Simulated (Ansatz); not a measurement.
Runs of Ansatz 0.2.0 on Mg. The structure is hexagonal, space group P6_3/mmc (No. 194). The conventional cell has a = 3.209 Å, b = 3.209 Å, c = 5.210 Å, α = 90.00°, β = 90.00°, γ = 120.00°. Mg (site symmetry -6m2) is surrounded by 12 Mg at 3.20 to 3.21 Å. 

| task | level | potentials or basis | cell | k mesh | cutoff (eV) | smearing | basis error allowed | pressure (GPa) |
| --- | --- | --- | --- | --- | --- | --- | --- | --- |
| band structure | PBEsol | all-electron PAW datasets made for the crystal | as given | 10 × 10 × 5 | 100 | fermi-dirac 0.05 eV | - | -1.1 |
| band structure | PBEsol | all-electron LAPW, non-relativistic | as given | 10 × 10 × 5 | 104 | fermi-dirac 0.05 eV | 0.001 eV/atom | (a) |
| elastic constants | PBEsol+D3(BJ) | all-electron LAPW, scalar-relativistic | atoms moved at random, drawn with an rms of 0.05 Å | 7 × 7 × 4 | 117 | gaussian 0.05 eV | 0.001 eV/atom | -2.8 |
| band structure | PBEsol | all-electron LAPW, scalar-relativistic | as given | 10 × 10 × 5 | 104 | fermi-dirac 0.05 eV | 0.001 eV/atom | -1.1 |

Alike in all rows: no spin polarisation.

Estimate the missing entries.

(a) -1.0.

Caveats: the k mesh is thin for a metal, which can move the energy by tens of meV per atom (some runs); a metal's response needs a denser mesh (some runs); pairwise dispersion overbinds metals, which lowers pressure and volume (some runs).

The runs don't all hold the same shells in valence.

Runs at the PBE level aren't shown here.
